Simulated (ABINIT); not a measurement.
# CdTe (F-43m) in ABINIT: settings compared

The runs below take CdTe through single point, with PBE, PBEsol.

Program: ABINIT 10.8.3 (patched build). These are calculated values, not measurements. Logs are shortened: lines on timing, memory, paths and dates and some standing lists are left out, and cuts for length are marked. The log counts tension as positive stress, the text compression.

**Experimental background.**

From a printed reference work, data compilation, for a bulk crystal of CdTe at 0 K: band gap 1.607 eV.

How close the calculation comes is told below.

**1. The structure**

The structure is cubic, space group F-43m (No. 216). The conventional cell has a = 6.410 Å, b = 6.410 Å, c = 6.410 Å, α = 90.00°, β = 90.00°, γ = 90.00°. Te (site symmetry -43m) has 4 Cd at 2.78 Å as nearest neighbours. Around Cd (site symmetry -43m) lie 4 Te at 2.78 Å.

**2. Single point, PBE, spin-orbit coupling, no magnetisation**

Contents of run.abi:

```
# Pseudopotentials
pp_dirpath "./"
pseudos "Te.GGA_PBE-JTH.xml, Cd.GGA_PBE-JTH.xml"

# Structure
acell 3*1.0
rprim
     0.0000000000     6.0565722294     6.0565722294
     6.0565722294     0.0000000000     6.0565722294
     6.0565722294     6.0565722294     0.0000000000
ntypat 2
znucl 52 48
natom 2
typat 1 2
xred
     0.7500000000     0.7500000000     0.7500000000
     0.0000000000     0.0000000000     0.0000000000

# Plane-wave basis
ecut 16.0
pawecutdg 32.0

# k points
kptopt 4
ngkpt 5 5 5
nshiftk 1
shiftk 0.0 0.0 0.0

# Exchange and correlation
ixc 11

# Bands and occupations
nband 26
occopt 3
tsmear 0.05 eV

# Spin
nspinor 2
nspden 1
pawspnorb 1

# SCF cycle
nstep 100
tolvrs 1.0e-9

# Output
iomode 3
prtwf 0
prtden 0
prteig 0
prtebands 0
```

Potentials or basis: JTH PAW PBE v2.0.

The run is started by

```sh
$ abinit run.abi > log 2>&1
```

run.abo:

```text
.Version 10.8.3 of ABINIT
 Symmetries : space group F2 3 (#196); Bravais cF (face-center cubic)
================================================================================
 Values of the parameters that define the memory need of the present run
     intxc =       0    ionmov =       0      iscf =      17    lmnmax =      18
     lnmax =       6     mgfft =      32  mpssoang =       3    mqgrid =    3001
     natom =       2  nloc_mem =       2    nspden =       1   nspinor =       2
    nsppol =       1      nsym =      12    n1xccc =       1    ntypat =       2
    occopt =       3   xclevel =       2
       mpw =        1369          nfft =       32768          nkpt =          15
 PAW method is used; the additional fine FFT grid is defined by:
   mgfftf=        45    nfftf =     91125
================================================================================
================================================================================

--------------------------------------------------------------------------------
------------- Echo of variables that govern the present computation ------------
--------------------------------------------------------------------------------
 -outvars: echo values of preprocessed input variables --------
            acell      1.0000000000E+00  1.0000000000E+00  1.0000000000E+00 Bohr
              amu      1.27600000E+02  1.12411000E+02
             ecut      1.60000000E+01 Hartree
              ixc          11
           kptopt           4
         kptrlatt        5    0    0      0    5    0      0    0    5
          kptrlen      4.28264329E+01
            natom           2
            nband          26
            ngfft          32      32      32
          ngfftdg          45      45      45
             nkpt          15
          nspinor           2
            nstep         100
             nsym          12
           ntypat           2
           occopt           3
        pawcpxocc           2
        pawecutdg      3.20000000E+01 Hartree
        pawspnorb           1
         pawxcdev           0
           prtden           0
        prtebands           0
           prteig           0
            prtwf           0
            rprim      0.0000000000E+00  6.0565722294E+00  6.0565722294E+00
                       6.0565722294E+00  0.0000000000E+00  6.0565722294E+00
                       6.0565722294E+00  6.0565722294E+00  0.0000000000E+00
          spgroup         196
           tolvrs      1.00000000E-09
           tsmear      1.83746611E-03 Hartree
            typat      1  2
           useylm           1
           xangst      4.8074999967E+00  4.8074999967E+00  4.8074999967E+00
                       0.0000000000E+00  0.0000000000E+00  0.0000000000E+00
            xcart      9.0848583441E+00  9.0848583441E+00  9.0848583441E+00
                       0.0000000000E+00  0.0000000000E+00  0.0000000000E+00
             xred      7.5000000000E-01  7.5000000000E-01  7.5000000000E-01
                       0.0000000000E+00  0.0000000000E+00  0.0000000000E+00
            znucl       52.00000   48.00000

================================================================================

 chkinp: Checking input parameters for consistency.

================================================================================
== DATASET  1 ==================================================================

--- !DatasetInfo
iteration_state: {dtset: 1, }
dimensions: {natom: 2, nkpt: 15, mband: 26, nsppol: 1, nspinor: 2, nspden: 1, mpw: 1369, }
cutoff_energies: {ecut:  16.0, pawecutdg:  32.0, }
electrons: {nelect:   1.80000000E+01, charge:   0.00000000E+00, occopt:   3.00000000E+00, tsmear:   1.83746611E-03, }
meta: {optdriver: 0, ionmov: 0, optcell: 0, iscf: 17, paral_kgb: 0, }
...

 Exchange-correlation functional for the present dataset will be:
  GGA: Perdew-Burke-Ernzerhof functional - ixc=11
  J.P.Perdew, K.Burke, M.Ernzerhof, PRL 77, 3865 (1996)

 Real(R)+Recip(G) space primitive vectors, cartesian coordinates (Bohr,Bohr^-1):
 R(1)=  0.0000000  6.0565722  6.0565722  G(1)= -0.0825549  0.0825549  0.0825549
 R(2)=  6.0565722  0.0000000  6.0565722  G(2)=  0.0825549 -0.0825549  0.0825549
 R(3)=  6.0565722  6.0565722  0.0000000  G(3)=  0.0825549  0.0825549 -0.0825549
 Unit cell volume ucvol=  4.4433518E+02 bohr^3
 Angles (23,13,12)=  6.00000000E+01  6.00000000E+01  6.00000000E+01 degrees

 Coarse grid specifications (used for wave-functions):

 getcut: wavevector=  0.0000  0.0000  0.0000  ngfft=  32  32  32
         ecut(hartree)=     16.000   => boxcut(ratio)=   2.07483

 Fine grid specifications (used for densities):

 getcut: wavevector=  0.0000  0.0000  0.0000  ngfft=  45  45  45
         ecut(hartree)=     32.000   => boxcut(ratio)=   2.01730
[... 62 lines left out ...]

 Cartesian components of stress tensor (hartree/bohr^3)
  sigma(1 1)= -1.43367745E-04  sigma(3 2)=  0.00000000E+00
  sigma(2 2)= -1.43367745E-04  sigma(3 1)=  0.00000000E+00
  sigma(3 3)= -1.43367745E-04  sigma(2 1)=  0.00000000E+00

--- !ResultsGS
iteration_state: {dtset: 1, }
comment   : Summary of ground state results
lattice_vectors:
- [  0.0000000,   6.0565722,   6.0565722, ]
- [  6.0565722,   0.0000000,   6.0565722, ]
- [  6.0565722,   6.0565722,   0.0000000, ]
lattice_lengths: [   8.56529,    8.56529,    8.56529, ]
lattice_angles: [ 60.000,  60.000,  60.000, ] # degrees, (23, 13, 12)
lattice_volume:   4.4433518E+02
convergence: {deltae:  4.185E-12, res2:  3.701E-11, residm:  3.785E-05, diffor: null, }
etotal    :  -5.59072811E+01
entropy   :   0.00000000E+00
fermie    :  -7.15301493E-02
cartesian_stress_tensor: # hartree/bohr^3
- [ -1.43367745E-04,   0.00000000E+00,   0.00000000E+00, ]
- [  0.00000000E+00,  -1.43367745E-04,   0.00000000E+00, ]
- [  0.00000000E+00,   0.00000000E+00,  -1.43367745E-04, ]
pressure_GPa:   4.2180E+00
xred      :
- [  7.5000E-01,   7.5000E-01,   7.5000E-01, Te]
- [  0.0000E+00,   0.0000E+00,   0.0000E+00, Cd]
cartesian_forces: # hartree/bohr
- [  1.73664987E-31,   1.73664987E-31,  -5.20994962E-31, ]
- [ -1.73664987E-31,  -1.73664987E-31,   5.20994962E-31, ]
force_length_stats: {min:   5.75981603E-31, max:   5.75981603E-31, mean:   5.75981603E-31, }
...

 Integrated electronic density in atomic spheres:
 ------------------------------------------------
 Atom  Sphere_radius  Integrated_density
    1        2.31107          3.20798175
    2        2.50234         10.48188891

================================================================================

 ----iterations are completed or convergence reached----

 Mean square residual over all n,k,spin=   12.743E-08; max=  37.851E-06
 reduced coordinates (array xred) for    2 atoms
       0.750000000000      0.750000000000      0.750000000000
       0.000000000000      0.000000000000      0.000000000000
 rms dE/dt=  2.9750E-30; max dE/dt=  4.2073E-30; dE/dt below (all hartree)
    1       0.000000000000      0.000000000000     -0.000000000000
    2       0.000000000000      0.000000000000      0.000000000000

 cartesian coordinates (angstrom) at end:
    1      4.80749999671822     4.80749999671822     4.80749999671822
    2      0.00000000000000     0.00000000000000     0.00000000000000

 cartesian forces (hartree/bohr) at end:
    1      0.00000000000000     0.00000000000000    -0.00000000000000
    2     -0.00000000000000    -0.00000000000000     0.00000000000000
 frms,max,avg= 3.3254313E-31 5.2099496E-31   0.000E+00  0.000E+00  0.000E+00 h/b

 cartesian forces (eV/Angstrom) at end:
    1      0.00000000000000     0.00000000000000    -0.00000000000000
    2     -0.00000000000000    -0.00000000000000     0.00000000000000
 frms,max,avg= 1.7100055E-29 2.6790638E-29   0.000E+00  0.000E+00  0.000E+00 e/A
 length scales=  1.000000000000  1.000000000000  1.000000000000 bohr
              =  0.529177210544  0.529177210544  0.529177210544 angstroms
 Fermi (or HOMO) energy (hartree) =  -0.07153   Average Vxc (hartree)=  -0.31369
 Eigenvalues (hartree) for nkpt=  15  k points:
 kpt#   1, nband= 26, wtk=  0.00800, kpt=  0.0000  0.0000  0.0000 (reduced coord)
  -0.51092   -0.51092   -0.41323   -0.41323   -0.41323   -0.41323   -0.39365   -0.39365
  -0.38503   -0.38503   -0.38503   -0.38503   -0.11405   -0.11405   -0.08321   -0.08321
  -0.08321   -0.08321   -0.06114   -0.06114    0.06633    0.06633    0.08045    0.08045
   0.08045    0.08045
      occupation numbers for kpt#   1
   1.00000    1.00000    1.00000    1.00000    1.00000    1.00000    1.00000    1.00000
   1.00000    1.00000    1.00000    1.00000    1.00000    1.00000    0.99827    0.99827
   0.99827    0.99827    0.00348    0.00348    0.00000    0.00000    0.00000    0.00000
   0.00000    0.00000
 prteigrs : prtvol=0 or 1, do not print more k-points.

--- !EnergyTerms
iteration_state     : {dtset: 1, }
comment             : Components of total free energy in Hartree
kinetic             :  1.52912771584858E+01
hartree             :  1.56025073256898E+01
xc                  : -7.30492194027065E+00
Ewald energy        : -3.88319464126047E+01
psp_core            :  5.50928993410754E+00
local_psp           : -4.58566815298838E+01
PAW spherical_terms : -3.16800963090704E-01
internal            : -5.59072764275668E+01
'-kT*entropy'       : -1.43703147357780E-06
total_energy        : -5.59072778645983E+01
total_energy_eV     : -1.52131453193497E+03
...

--- !EnergyTermsDC
iteration_state     : {dtset: 1, }
comment             : '"Double-counting" decomposition of free energy'
band_energy         : -5.98169006023034E+00
Ewald energy        : -3.88319464126047E+01
psp_core            :  5.50928993410754E+00
xc_dc               : -1.59593123988524E+01
PAW spherical_terms : -6.43620711504633E-01
internal            : -5.59072796490846E+01
'-kT*entropy'       : -1.43703147357780E-06
total_energy_dc     : -5.59072810861161E+01
total_energy_dc_eV  : -1.52131461959693E+03
...

--- !EnergyTermsWithPAWCore
iteration_state     : {dtset: 1, }
comment             : 'Components of total free energy, including PAW core contributions'
Total energy        : -1.23893093536946E+04
Total energy DC     : -1.23893093569161E+04
Total energy (eV)   : -3.37130282144328E+05
Total energy DC (eV): -3.37130282231990E+05
...

 Cartesian components of stress tensor (hartree/bohr^3)
  sigma(1 1)= -1.43367745E-04  sigma(3 2)=  0.00000000E+00
  sigma(2 2)= -1.43367745E-04  sigma(3 1)=  0.00000000E+00
  sigma(3 3)= -1.43367745E-04  sigma(2 1)=  0.00000000E+00

-Cartesian components of stress tensor (GPa)         [Pressure=  4.2180E+00 GPa]
- sigma(1 1)= -4.21802470E+00  sigma(3 2)=  0.00000000E+00
- sigma(2 2)= -4.21802470E+00  sigma(3 1)=  0.00000000E+00
- sigma(3 3)= -4.21802470E+00  sigma(2 1)=  0.00000000E+00

== END DATASET(S) ==============================================================
================================================================================

 -outvars: echo values of variables after computation  --------
            acell      1.0000000000E+00  1.0000000000E+00  1.0000000000E+00 Bohr
           etotal     -5.5907281086E+01
            fcart      1.7366498746E-31  1.7366498746E-31 -5.2099496239E-31
                      -1.7366498746E-31 -1.7366498746E-31  5.2099496239E-31
            rprim      0.0000000000E+00  6.0565722294E+00  6.0565722294E+00
                       6.0565722294E+00  0.0000000000E+00  6.0565722294E+00
                       6.0565722294E+00  6.0565722294E+00  0.0000000000E+00
           strten     -1.4336774535E-04 -1.4336774535E-04 -1.4336774535E-04
                       0.0000000000E+00  0.0000000000E+00  0.0000000000E+00
           xangst      4.8074999967E+00  4.8074999967E+00  4.8074999967E+00
                       0.0000000000E+00  0.0000000000E+00  0.0000000000E+00
             xred      7.5000000000E-01  7.5000000000E-01  7.5000000000E-01
                       0.0000000000E+00  0.0000000000E+00  0.0000000000E+00
 Calculation completed.
```

Wall time 97 s (1 thread of AMD EPYC 7R43 (Zen 3), shared host); peak memory 0.12 GiB.

Results:

```yaml
Free_energy: -1521.3146 eV
Band_gap_on_the_k_mesh: 0.60 eV, direct
Valence_electrons_inside_the_program's_atomic_spheres: Te 3.21; Cd 10.48
```

Levels at points of the mesh, in eV from the valence-band top:
```csv
k point,band 15,band 16,band 17,band 18,band 19,band 20,band 21,band 22
"(0.00, 0.00, 0.00)",0.00,0.00,0.00,0.00,0.60,0.60,4.07,4.07
```

Caveat: the cutoff is too short for stress, so the log's stress isn't used.

**3. Single point, PBE**

Contents of run.abi:

```
# Pseudopotentials
pp_dirpath "./"
pseudos "Te.upf, Cd.upf"

# Structure
acell 4.5325544674 4.5325544674 4.5325544674 Angstrom
rprim
     0.0000000000     0.7071067812     0.7071067812
     0.7071067812     0.0000000000     0.7071067812
     0.7071067812     0.7071067812     0.0000000000
ntypat 2
znucl 52 48
natom 2
typat 1 2
xred
     0.7500000000     0.7500000000     0.7500000000
     0.0000000000     0.0000000000     0.0000000000

# Plane-wave basis
ecut 46.0

# k points
kptopt 1
ngkpt 5 5 5
nshiftk 1
shiftk 0.0 0.0 0.0

# Exchange and correlation
ixc 11

# Bands and occupations
nband 22
occopt 3
tsmear 0.05 eV

# SCF cycle
nstep 100
tolvrs 1.0e-10

# Output
iomode 3
prtwf 0
prtden 0
prteig 0
prtebands 0
enunit 1
```

Potentials or basis: PseudoDojo NC SR PBE v0.4.1 standard.

The run is started by

```sh
$ abinit run.abi > log 2>&1
```

Run time: 65 s. Hardware: 1 thread of Intel Xeon Platinum 8375C at 2.90GHz (Ice Lake), shared host; peak memory 0.12 GiB.

The run converged. Its results:

```yaml
Free_energy: -7625.2414 eV
Band_gap_on_the_k_mesh: 0.87 eV, direct
Valence_electrons_inside_the_program's_atomic_spheres: Te 11.96; Cd 17.17
```

Levels at points of the mesh, in eV from the valence-band top:
```tsv
k point	band 14	band 15	band 16	band 17	band 18	band 19	band 20	band 21	band 22
(0.00, 0.00, 0.00)	-8.12	-8.12	0.00	0.00	0.00	0.87	4.60	4.60	4.60
```

Caveat: the cutoff is too short for stress, so the log's stress isn't used; spin-orbit coupling is left out, which moves the levels of the heavy elements.

(Part 1 of 2 ends here.)
